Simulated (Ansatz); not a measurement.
# Pt: one crystal by all-electron and frozen-core methods

The same cell of Pt is computed with full-potential LAPW, frozen-core PAW and all-electron PAW on datasets made for the crystal, to set the results side by side.

Program: Ansatz 0.2.0. Level of theory: DFT LDA, scalar-relativistic. These are calculated values, not measurements.

### Step 1. The starting structure

The structure is cubic, space group Fm-3m (No. 225). Conventional cell: a = 3.943 Å, b = 3.943 Å, c = 3.943 Å, α = 90.00°, β = 90.00°, γ = 90.00°. Pt (site symmetry m-3m) is surrounded by 12 Pt at 2.79 Å.

Structure file:

```cif
data_structure
_symmetry_space_group_name_H-M 'P 1'
_symmetry_Int_Tables_number 1
_cell_length_a 2.7882
_cell_length_b 2.7882
_cell_length_c 2.7882
_cell_angle_alpha 60.000
_cell_angle_beta 60.000
_cell_angle_gamma 60.000
_cell_volume 15.33
loop_
_atom_site_label
_atom_site_type_symbol
_atom_site_fract_x
_atom_site_fract_y
_atom_site_fract_z
_atom_site_occupancy
Pt1 Pt 0.00000 0.00000 0.00000 1
```

The cell is one relaxed in the Materials Project, used as it stands.

### Step 2. Full-potential LAPW

Input file input.yaml:

```yaml
crystal:
  lattice:
    - [0.0, 1.9715751809, 1.9715751809]
    - [1.9715751809, 0.0, 1.9715751809]
    - [1.9715751809, 1.9715751809, 0.0]
  atoms:
    - { symbol: Pt, position: [0.0, 0.0, 0.0] }
kpoints:
  mp_grid: { grid: [16, 16, 16] }
  band_path:
    path:
      - [0.0, 0.0, 0.0]
      - [0.5, 0.0, 0.5]
      - [0.625, 0.25, 0.625]
      - [0.375, 0.375, 0.75]
      - [0.0, 0.0, 0.0]
      - [0.5, 0.5, 0.5]
      - [0.5, 0.25, 0.75]
      - [0.5, 0.0, 0.5]
    npoints: 8
scf:
  occupations: { method: fermi_dirac, width: 0.05 }
hamiltonian:
  xc: lda
  pseudopotentials: { kind: all_electron, lapw: { basis_error: 0.00025 } }
output:
  forces: true
  stress: true
  eigenvalues: true
  populations: true
  dos: { projected: true, de: 0.2, e_range: [-14, 8] }
```

### Step 3. Frozen-core PAW

Changes to input.yaml since step 2:

```diff
@@ -24,3 +24,3 @@
   xc: lda
-  pseudopotentials: { kind: all_electron, lapw: { basis_error: 0.00025 } }
+  pseudopotentials: { kind: paw }
 output:
@@ -29,3 +29,5 @@
   eigenvalues: true
+  efg: { contact_densities: true }
   populations: true
+  bader: true
   dos: { projected: true, de: 0.2, e_range: [-14, 8] }
```

### Step 4. All-electron PAW on datasets made for the crystal

Changes to input.yaml since step 3:

```diff
@@ -24,3 +24,3 @@
   xc: lda
-  pseudopotentials: { kind: paw }
+  pseudopotentials: { kind: all_electron, datasets: crystal }
 output:
@@ -30,4 +30 @@
   efg: { contact_densities: true }
-  populations: true
-  bader: true
-  dos: { projected: true, de: 0.2, e_range: [-14, 8] }
```

(Steps that only read results are left out.)

**Question.** What will these runs give? Wanted: pressure; gap.

The runs gave:

```
  quantity                                                 value
  pressure  LAPW -10.50, PAW -10.50, crystal datasets -10.49 GPa
gap (LAPW)                                                  none
```

At this geometry the cell is under tension of 10.5 GPa, so it would shrink if let go. Bands cross the Fermi level: the crystal is a metal at this level. Pt 5d carries the largest share, 98 %, of the projected states within 0.3 eV of the Fermi level. The projection holds only the free atom's occupied shells (Pt 6s, Pt 5d in this range). In pressure, PAW differs from LAPW by less than 0.01 GPa. The price, with the outputs that each input asks for: 29 s for LAPW against 6.3 s for PAW, about 5 to one. Spin-orbit coupling is left out, though the cell holds Pt; in elements this heavy it can shift bands and gaps by tenths of an eV.
